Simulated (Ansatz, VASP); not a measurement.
**Y: VASP beside Ansatz**

Contents of INCAR:

```
PREC = Accurate
ENCUT = 520
EDIFF = 1E-6
ISMEAR = -1
SIGMA = 0.03
LREAL = F
LASPH = T
NELM = 80
ALGO = Normal
ISIF = 2
LWAVE = F
LCHARG = T
GGA = PE
LELF = T
LVHAR = T
NBANDS = 12
```

Contents of KPOINTS:

```
Automatic mesh
0
Gamma
  12 12 12
```

POSCAR

```
Y
1.0
    0.0000000000      2.5106510563      2.5106510563
    2.5106510563      0.0000000000      2.5106510563
    2.5106510563      2.5106510563      0.0000000000
Y
1
Direct
    0.0000000000      0.0000000000      0.0000000000
```

Input for Ansatz:

```yaml
crystal:
  lattice:
    - [0.0, 2.5106510563, 2.5106510563]
    - [2.5106510563, 0.0, 2.5106510563]
    - [2.5106510563, 2.5106510563, 0.0]
  atoms:
    - { symbol: "Y", position: [0.0, 0.0, 0.0] }
kpoints:
  mp_grid: { grid: [12, 12, 12] }
scf:
  occupations: { method: fermi_dirac, width: 0.03 }
hamiltonian:
  xc: pbe
  pseudopotentials: { kind: all_electron, lapw: { basis_error: 0.0005 } }
output:
  forces: true
  stress: true
  eigenvalues: true
```

Change from the starting cell: volume scaled by 0.975.

Alike in both runs: task single point; functional PBE; k mesh 12 × 12 × 12; occupations fermi-dirac, width 0.03 eV; no spin polarisation.

|  | VASP | Ansatz |
| --- | --- | --- |
| version | VASP 6.6.1 | Ansatz 0.2.0 |
| potentials or method | VASP PAW PBE potentials, release 64 (Y_sv) | all-electron LAPW, scalar-relativistic |
| plane-wave cutoff (eV) | 520 | see its input |

```csv
,VASP,Ansatz,Ansatz less VASP
pressure (GPa),0.9,1.0,+0.13
```

Ansatz ran all-electron here, so the differences hold the error of VASP's frozen core and of both bases.
